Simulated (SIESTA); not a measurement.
## Al2Pt: equation of state with LDA

The system is Al2Pt.

```
Pt Al
1.0
     0.00000    2.95500    2.95500
     2.95500    0.00000    2.95500
     2.95500    2.95500    0.00000
Pt Al
1 2
Cartesian
  0.0000 0.0000 0.0000
  4.4325 4.4325 4.4325
  1.4775 1.4775 1.4775
```

- Program: SIESTA 5.4.2
- Task: equation of state
- Functional: LDA
- Potentials or basis: PseudoDojo 0.4 standard (LDA files)
- Basis: DZP (energy shift 0.003 Ry; two zetas on semicore shells)
- Grid cutoff: 800 Ry
- Energy shift: 0.003 Ry
- k mesh: 8 × 8 × 8
- Occupations: fermi-dirac, width 0.05 eV
- Spin: no spin polarisation

```
Equilibrium volume                      : 16.83 Å³/atom
Bulk modulus                            : 145 GPa
Pressure derivative of the bulk modulus : 4.7
```

Energy against volume, from the lowest point:
```tsv
volume (Å³/atom)	energy (meV/atom)
16.170	12.67
16.514	2.79
16.858	0.00
17.202	3.56
17.546	12.72
17.890	26.89
18.234	45.54
```

All runs of the series together: 12 min on 1 thread of Intel(R) Xeon(R) 6975P-C (Granite Rapids) (shared host).

Caveat: short orbitals over semicore shells can move pressures by several GPa; the basis of atomic orbitals isn't converged, which shifts pressures, moduli and gaps. The run has no spin-orbit coupling, so splittings on Pt are missing.
